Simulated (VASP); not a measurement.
# Sb2Se3 (P-3m1) in VASP: single point with PBE

Aim: the single point of Sb2Se3 with PBE.

Everything below comes from runs of VASP 6.6.1. Logs are shortened: lines on timing, memory, paths and dates and some standing lists are left out, and cuts for length are marked.

## Step 1: The structure

The structure is trigonal, space group P-3m1 (No. 164). Conventional cell: a = 4.068 Å, b = 4.068 Å, c = 10.470 Å, α = 90.00°, β = 90.00°, γ = 120.00°. Sb (site symmetry 3m) has 6 Se at 2.82 to 3.02 Å as nearest neighbours. Se (site symmetry 3m) is surrounded by 3 Sb at 2.82 Å. Se (site symmetry -3m) is surrounded by 6 Sb at 3.02 Å.

The cell was built by a generator and needn't be a form met in nature.

## Step 2: Single point, PBE

File INCAR:

```
PREC = Normal
ENCUT = 520
EDIFF = 1E-5
ISMEAR = 0
SIGMA = 0.15
LREAL = Auto
LASPH = True
NELM = 80
ALGO = Fast
ISIF = 2
LWAVE = False
LCHARG = False
GGA = PE
NBANDS = 39
```

File KPOINTS:

```
Automatic mesh
0
Gamma
  6 6 3
```

File POSCAR:

```
Sb2Se3
1.0
    8.1350780000      0.0000000000      0.0000000000
   -2.0337690000      3.5225920000      0.0000000000
    0.0000000000      0.0000000000     10.4698100000
Sb Se
4 6
Direct
    0.3333335000      0.3333330000      0.8192010000
    0.8333335000      0.3333330000      0.8192010000
    0.1666665000      0.6666670000      0.1807990000
    0.6666665000      0.6666670000      0.1807990000
    0.3333335000      0.3333330000      0.3294220000
    0.8333335000      0.3333330000      0.3294220000
    0.1666665000      0.6666670000      0.6705780000
    0.6666665000      0.6666670000      0.6705780000
    0.0000000000      0.0000000000      0.0000000000
    0.5000000000      0.0000000000      0.0000000000
```

Potentials or basis: VASP PAW PBE potentials, release 64 (Sb, Se).

On the command line:

```
$ cat potpaw_PBE.64/Sb/POTCAR potpaw_PBE.64/Se/POTCAR > POTCAR
$ mpirun -np 1 vasp_std > vasp.out
```

OUTCAR:

```text
PREC = Normal
   ENCUT = 520
   EDIFF = 1E-5
   ISMEAR = 0
   LREAL = Auto
   LASPH = True
   NELM = 80
   ISIF = 2
   GGA = PE

 ion  position               nearest neighbor table
   1  0.333  0.333  0.819-   7 2.82   8 2.82   7 2.82  10 3.02  10 3.02   9 3.02
   2  0.833  0.333  0.819-   8 2.82   7 2.82   8 2.82   9 3.02   9 3.02  10 3.02
   3  0.167  0.667  0.181-   5 2.82   6 2.82   5 2.82   9 3.02   9 3.02  10 3.02
   4  0.667  0.667  0.181-   6 2.82   5 2.82   6 2.82  10 3.02  10 3.02   9 3.02
   5  0.333  0.333  0.329-   3 2.82   4 2.82   3 2.82
   6  0.833  0.333  0.329-   4 2.82   3 2.82   4 2.82
   7  0.167  0.667  0.671-   1 2.82   2 2.82   1 2.82
   8  0.667  0.667  0.671-   2 2.82   1 2.82   2 2.82
   9  0.000  0.000  0.000-   2 3.02   3 3.02   3 3.02   2 3.02   4 3.02   1 3.02
  10  0.500  0.000  0.000-   1 3.02   4 3.02   4 3.02   1 3.02   2 3.02   3 3.02

  Warning from LATTYP: Monoclinic adjustment (A1->A3, A2->A1, A3->A2)!
  LATTYP: Found a simple orthorhombic cell.
 ALAT       =     4.0675386592
 B/A-ratio  =     1.7320510463
 C/A-ratio  =     2.5739915161

  Lattice vectors:

 A1 = (   2.0337690000,  -3.5225920000,   0.0000000000)
 A2 = (   6.1013090000,   3.5225920000,   0.0000000000)
 A3 = (   0.0000000000,   0.0000000000,  10.4698100000)

Analysis of symmetry for initial positions (statically):
=====================================================================
 Subroutine PRICEL returns following result:

  LATTYP: Found a hexagonal cell.
 ALAT       =     4.0675390000
 C/A-ratio  =     2.5739913004

  Lattice vectors:

 A1 = (   4.0675390000,   0.0000000000,   0.0000000000)
 A2 = (  -2.0337690000,   3.5225920000,   0.0000000000)
 A3 = (   0.0000000000,   0.0000000000,  10.4698100000)

   2 primitive cells build up your supercell.

 Routine SETGRP: Setting up the symmetry group for a
 simple orthorhombic supercell.

 Subroutine GETGRP returns: Found  4 space group operations
 (whereof  4 operations were pure point group operations)
 out of a pool of  8 trial point group operations.

The static configuration has the point symmetry C_2h.

Analysis of symmetry for dynamics (positions and initial velocities):
=====================================================================
 Subroutine PRICEL returns following result:

  LATTYP: Found a hexagonal cell.
 ALAT       =     4.0675390000
 C/A-ratio  =     2.5739913004

  Lattice vectors:

 A1 = (   4.0675390000,   0.0000000000,   0.0000000000)
 A2 = (  -2.0337690000,   3.5225920000,   0.0000000000)
 A3 = (   0.0000000000,   0.0000000000,  10.4698100000)

   2 primitive cells build up your supercell.

 Routine SETGRP: Setting up the symmetry group for a
 simple orthorhombic supercell.

 Subroutine GETGRP returns: Found  4 space group operations
 (whereof  4 operations were pure point group operations)
 out of a pool of  8 trial point group operations.

The dynamic configuration has the point symmetry C_2h.

 Subroutine INISYM returns: Found  4 space group operations
 (whereof  4 operations are pure point group operations),
 and found     2 'primitive' translations

----------------------------------------------------------------------------------------

                                     Primitive cell

  volume of cell :     150.0144

  direct lattice vectors                    reciprocal lattice vectors
     4.067539000  0.000000000  0.000000000     0.245848903  0.141940900  0.000000000
    -2.033769000  3.522592000  0.000000000     0.000000000  0.283881869  0.000000000
     0.000000000  0.000000000 10.469810000     0.000000000  0.000000000  0.095512717

  length of vectors
     4.067539000  4.067538659 10.469810000     0.283881845  0.283881869  0.095512717

  position of ions in fractional coordinates (direct lattice)
     0.666667000  0.333333000  0.819201000
     0.333333000  0.666667000  0.180799000
     0.666667000  0.333333000  0.329422000
     0.333333000  0.666667000  0.670578000
     0.000000000  0.000000000  0.000000000

  ion indices of the primitive-cell ions
   primitive index   ion index
                 1           1
                 2           3
                 3           5
                 4           7
                 5          10

----------------------------------------------------------------------------------------

 KPOINTS: Automatic mesh

Automatic generation of k-mesh.
 Grid dimensions read from file:
 generate k-points for:    6    6    3

 Generating k-lattice:

  Cartesian coordinates                     Fractional coordinates (reciprocal lattice)
     0.020487409  0.011828408  0.000000000     0.166666667 -0.000000000  0.000000000
     0.000000000  0.047313645  0.000000000     0.000000000  0.166666667  0.000000000
     0.000000000  0.000000000  0.031837572     0.000000000  0.000000000  0.333333333

  Length of vectors
     0.023656820  0.047313645  0.031837572

  Shift w.r.t. Gamma in fractional coordinates (k-lattice)
     0.000000000  0.000000000  0.000000000

 Subroutine IBZKPT returns following result:
 ===========================================

 Found     40 irreducible k-points:

 Following reciprocal coordinates:
            Coordinates               Weight
  0.000000  0.000000  0.000000      1.000000
  0.166667  0.000000  0.000000      2.000000
  0.333333  0.000000  0.000000      2.000000
  0.500000  0.000000  0.000000      1.000000
  0.000000  0.166667  0.000000      4.000000
  0.166667  0.166667  0.000000      4.000000
[... 16 lines left out ...]
  0.000000  0.166667  0.333333      4.000000
  0.333333 -0.166667 -0.333333      4.000000
 [... further k-points ...]
   k-points           NKPTS =     40   k-points in BZ     NKDIM =     40   number of bands    NBANDS=     39
   number of dos      NEDOS =    301   number of ions     NIONS =     10
   total plane-waves  NPLWV =  69120
   dimension x,y,z NGX =    48 NGY =   24 NGZ =   60
   dimension x,y,z NGXF=    96 NGYF=   48 NGZF=  120
   ions per type =               4   6
   NGX,Y,Z   is equivalent  to a cutoff of   9.81,  9.81,  9.53 a.u.
   NGXF,Y,Z  is equivalent  to a cutoff of  19.62, 19.62, 19.05 a.u.
 SYSTEM =  unknown system
   PREC   = normal    normal or accurate (medium, high low for compatibility)
   ISTART =      0    job   : 0-new  1-cont  2-samecut
   ICHARG =      2    charge: 1-file 2-atom 10-const
   ISPIN  =      1    spin polarized calculation?
   LNONCOLLINEAR =      F non collinear calculations
   LSORBIT =      F    spin-orbit coupling
   LASPH  =      T    aspherical Exc in radial PAW
   ENCUT  =  520.0 eV  38.22 Ry    6.18 a.u.  15.13  7.56 19.47*2*pi/ulx,y,z
   NELM   =     80;   NELMIN=  2; NELMDL= -5     # of ELM steps
   EDIFF  = 0.1E-04   stopping-criterion for ELM
   LREAL  =      T    real-space projection
   EDIFFG = 0.1E-03   stopping-criterion for IOM
   NSW    =      0    number of steps for IOM
   IBRION =     -1    ionic relax: 0-MD 1-quasi-New 2-CG
   NFREE  =      0    steps in history (QN), initial steepest desc. (CG)
   ISIF   =      2    stress and relaxation
   ISYM   =      2    0-nonsym 1-usesym 2-fastsym
   POTIM  = 0.5000    time-step for ionic-motion
   TEBEG  =    0.0;   TEEND  =   0.0 temperature during run
   PSTRESS=    0.0 pullay stress
   NELECT =      56.0000    total number of electrons
   NUPDOWN=      -1.0000    fix difference up-down
   EMIN   =  10.00;   EMAX   =-10.00  energy-range for DOS
   EFERMI =   0.00;   METHOD = LEGACY
   ISMEAR =     0;   SIGMA  =   0.15  broadening in eV -4-tet -1-fermi 0-gaus
   EFERMI_NEDOS =   21; number of points for ismear=-14 and -15
   IALGO  =     68    algorithm
   IMIX   =      4    mixing-type and parameters
     AMIX     =   0.40;   BMIX     =  1.00
     AMIX_MAG =   1.60;   BMIX_MAG =  1.00
  volume/ion in A,a.u.               =      30.00       202.47
  Fermi-wavevector in a.u.,A,eV,Ry     =   0.935585  1.767999 11.909440  0.875319
  Thomas-Fermi vector in A             =   2.062507
   LORBIT       =      0    0 simple, 1 ext, 2 COOP (PROOUT), +10 PAW based schemes
   GGA     = PE    functional components
   LHFCALC =     F    Hartree Fock is set to
   AEXX    =    0.0000 exact exchange contribution
   IVDW    =     0    specifies the selected vdW correction
   LEPSILON=     F    determine dielectric tensor
   LRPA    =     F    only Hartree local field effects (RPA)
 non-spin polarized calculation
 RMM-DIIS sequential band-by-band and
 Gauss-broadening in eV      SIGMA  =   0.15
  energy-cutoff  :      520.00
  volume of cell :      300.03
 maximum number of plane-waves:      8120
   NGX = 31   NGY = 15   NGZ = 39

 number of electron      56.0000036 magnetization

 Free energy of the ion-electron system (eV)
  ---------------------------------------------------
  ext. energy  EPLUGINS =         0.00000000
  ---------------------------------------------------
  free energy    TOTEN  =       -40.21915199 eV

  energy without entropy =      -40.21840866  energy(sigma->0) =      -40.21878032

 E-fermi :   4.0212     XC(G=0):  -8.8040

 val. band max:        3.7642798565   @ k =   0.1667   0.0000   0.0000
 cond. band min:       4.1769406673   @ k =   0.0000   0.0000   0.0000
 fundamental gap:      0.4126608108
 Fermi energy:         4.0211551363

 k-point     1 :       0.0000    0.0000    0.0000
  band No.  band energies     occupation
      1     -10.1466      2.00000
      2      -9.6085      2.00000
      3      -8.8708      2.00000
      4      -8.7240      2.00000
      5      -8.6799      2.00000
      6      -8.5643      2.00000
[... 31 lines left out ...]
     38       6.8120      0.00000
     39       7.5423      0.00000

 k-point     2 :       0.1667    0.0000    0.0000
  band No.  band energies     occupation
      1     -10.0883      2.00000
      2      -9.5576      2.00000
      3      -8.9641      2.00000
      4      -8.8403      2.00000
      5      -8.7191      2.00000
      6      -8.5218      2.00000
[... 31 lines left out ...]
     38       6.8115      0.00000
     39       7.4958      0.00000

 k-point     3 :       0.3333    0.0000    0.0000
  band No.  band energies     occupation
      1      -9.9177      2.00000
      2      -9.4109      2.00000
      3      -9.3120      2.00000
      4      -8.9330      2.00000
      5      -8.7566      2.00000
      6      -8.5448      2.00000
[... 31 lines left out ...]
     38       7.1927      0.00000
     39       7.3284      0.00000

 k-point     4 :       0.5000    0.0000    0.0000
  band No.  band energies     occupation
      1      -9.6489      2.00000
      2      -9.6489      2.00000
      3      -9.1887      2.00000
      4      -9.1887      2.00000
      5      -8.6434      2.00000
      6      -8.6434      2.00000
[... 31 lines left out ...]
     38       7.0543      0.00000
     39       7.7069      0.00000
[... 754 lines left out ...]
     38       7.1099      0.00000
     39       7.4930      0.00000

 k-point    23 :       0.0000    0.1667    0.3333
  band No.  band energies     occupation
      1      -9.8962      2.00000
      2      -9.4642      2.00000
      3      -8.8437      2.00000
      4      -8.7162      2.00000
      5      -8.6766      2.00000
      6      -8.4561      2.00000
[... 31 lines left out ...]
     38       7.2933      0.00000
     39       7.6143      0.00000

 k-point    24 :       0.3333   -0.1667   -0.3333
  band No.  band energies     occupation
      1      -9.8963      2.00000
      2      -9.4643      2.00000
      3      -8.8490      2.00000
      4      -8.7160      2.00000
      5      -8.6645      2.00000
      6      -8.4632      2.00000
[... 31 lines left out ...]
     38       7.1423      0.00000
     39       7.7787      0.00000

 [... further k-points ...]

------------------------ aborting loop because EDIFF is reached ----------------------------------------

  FORCE on cell =-STRESS in cart. coord.  units (eV):
  Direction    XX          YY          ZZ          XY          YZ          ZX
  --------------------------------------------------------------------------------------
  -------------------------------------------------------------------------------------
  Total       -0.0094236     -0.0705818     -0.1237647      0.0529645     -0.0035652     -0.0061751
  in kB       -0.0503227     -0.3769123     -0.6609135      0.2828348     -0.0190382     -0.0329753
  external PRESSURE =      -0.3627162 kB  Pullay stress =       0.0000000 kB

 VOLUME and BASIS-vectors are now :
 -----------------------------------------------------------------------------
  energy-cutoff  :      520.00
  volume of cell :      300.03
      direct lattice vectors                 reciprocal lattice vectors
     8.135078000  0.000000000  0.000000000     0.122924451  0.070970450  0.000000000
    -2.033769000  3.522592000  0.000000000     0.000000000  0.283881869  0.000000000
     0.000000000  0.000000000 10.469810000     0.000000000  0.000000000  0.095512717

 POSITION                                       TOTAL-FORCE (eV/Angst)
 -----------------------------------------------------------------------------------
      2.03377      1.17420      8.57688         0.007715      0.004454      0.024290
      6.10131      1.17420      8.57688         0.007715      0.004454      0.024290
     -0.00000      2.34840      1.89293        -0.007715     -0.004454     -0.024290
      4.06754      2.34840      1.89293        -0.007715     -0.004454     -0.024290
      2.03377      1.17420      3.44899         0.003999      0.002309     -0.006322
      6.10131      1.17420      3.44899         0.003999      0.002309     -0.006322
     -0.00000      2.34840      7.02082        -0.003999     -0.002309      0.006322
      4.06754      2.34840      7.02082        -0.003999     -0.002309      0.006322
      0.00000      0.00000      0.00000         0.000000     -0.000000     -0.000000
      4.06754      0.00000      0.00000         0.000000     -0.000000      0.000000
 -----------------------------------------------------------------------------------
    total drift:                                0.000000      0.000000     -0.000000

  FREE ENERGIE OF THE ION-ELECTRON SYSTEM (eV)
  ---------------------------------------------------
  free  energy   TOTEN  =       -40.2191519929 eV

  energy  without entropy=      -40.2184086559  energy(sigma->0) =      -40.21878032
```

Run time: 4 min. Hardware: 1 thread of Intel Xeon Platinum 8488C (Sapphire Rapids), shared host; peak memory 0.42 GiB.

Results:

```yaml
Free_energy: -40.2192 eV
Pressure: 0.0 GPa
Largest_force: 0.026 eV/Å
Band_gap_on_the_k_mesh: 0.41 eV
```

Forces in eV/Å, atoms in the order of the input:
```
Sb   0.008  0.004  0.024
Sb   0.008  0.004  0.024
Sb  -0.008 -0.004 -0.024
Sb  -0.008 -0.004 -0.024
Se   0.004  0.002 -0.006
Se   0.004  0.002 -0.006
Se  -0.004 -0.002  0.006
Se  -0.004 -0.002  0.006
Se   0.000  0.000  0.000
Se   0.000  0.000  0.000
```

Levels at points of the mesh, in eV from the valence-band top:
```tsv
k point	band 24	band 25	band 26	band 27	band 28	band 29	band 30	band 31	band 32	band 33
(0.00, 0.00, 0.00)	-1.38	-1.17	-1.17	-0.49	-0.01	0.41	1.25	1.49	1.49	2.28
(0.50, 0.00, 0.00)	-1.35	-1.18	-1.18	-0.07	-0.07	1.28	1.28	2.10	2.10	2.20
(0.00, 0.50, 0.00)	-1.78	-1.38	-1.38	-0.49	-0.49	1.25	1.25	2.28	2.28	2.48
(0.50, 0.50, 0.00)	-1.46	-0.71	-0.71	-0.67	-0.67	1.86	1.86	2.24	2.24	2.60
```

Caveat: spin-orbit coupling is left out, which moves the levels of the heavy elements; an odd mesh through Γ misses points on the zone boundary, where band edges often lie; this functional lacks dispersion, which binds the layers, so the pressure and a relaxed spacing across them are unreliable.
